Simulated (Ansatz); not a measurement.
BN: random displacements

These are results of DFT PBE, scalar-relativistic, plane waves, PAW in Ansatz 0.2.0, not measurements. Cutoff 420 eV, Γ-centred 6×6×6 k-points, Gaussian smearing of 0.05 eV. No spin polarisation. Energies are free energies at this smearing, counted from the undisturbed cell; pressure is positive in compression.

The starting cell (as given, not relaxed at this level):

```
CELL_PARAMETERS angstrom
3.62600 0.00000 0.00000
0.00000 -3.62600 0.00000
0.00000 0.00000 -3.62600
ATOMIC_POSITIONS crystal
B 0.00000 0.50000 0.50000
B 0.50000 0.00000 0.50000
B 0.50000 0.50000 0.00000
B 0.00000 0.00000 0.00000
N 0.75000 0.75000 0.75000
N 0.25000 0.25000 0.75000
N 0.25000 0.75000 0.25000
N 0.75000 0.25000 0.25000
```

The atoms are displaced (Å, in the unstrained cell):

| atom | ux | uy | uz |
| --- | --- | --- | --- |
| B1 | -0.379 | 0.077 | -0.185 |
| B2 | 0.081 | 0.314 | 0.611 |
| B3 | 0.405 | 0.326 | 0.177 |
| B4 | 0.379 | 0.153 | -0.172 |
| N5 | -0.013 | -0.242 | 0.105 |
| N6 | -0.399 | -0.208 | -0.232 |
| N7 | -0.201 | -0.320 | -0.245 |
| N8 | 0.128 | -0.101 | -0.060 |

Strain (Voigt, engineering shear): (-0.0349, -0.0148, -0.0028, -0.0006, -0.1025, 0.0662).

Problem. What are the energy change, the stress and the forces?

Solution. ΔE = 2443.7 meV/atom; stress (xx, yy, zz, yz, xz, xy; compression positive) (132.63, 77.80, 124.76, -4.53, 30.52, -6.22) GPa.
| atom | Fx (eV/Å) | Fy | Fz |
| --- | --- | --- | --- |
| B1 | 5.10 | -1.95 | -2.68 |
| B2 | 15.36 | -4.67 | -6.33 |
| B3 | -3.47 | -3.57 | 1.97 |
| B4 | -9.29 | -9.25 | 18.15 |
| N5 | -3.98 | 4.57 | -3.80 |
| N6 | 7.30 | 0.24 | 0.38 |
| N7 | -3.26 | 11.46 | -9.73 |
| N8 | -7.76 | 3.18 | 2.04 |

Cost: 1 run of about 0.093 core-minutes, on Intel Xeon 6975P-C (Granite Rapids) (shared hosts).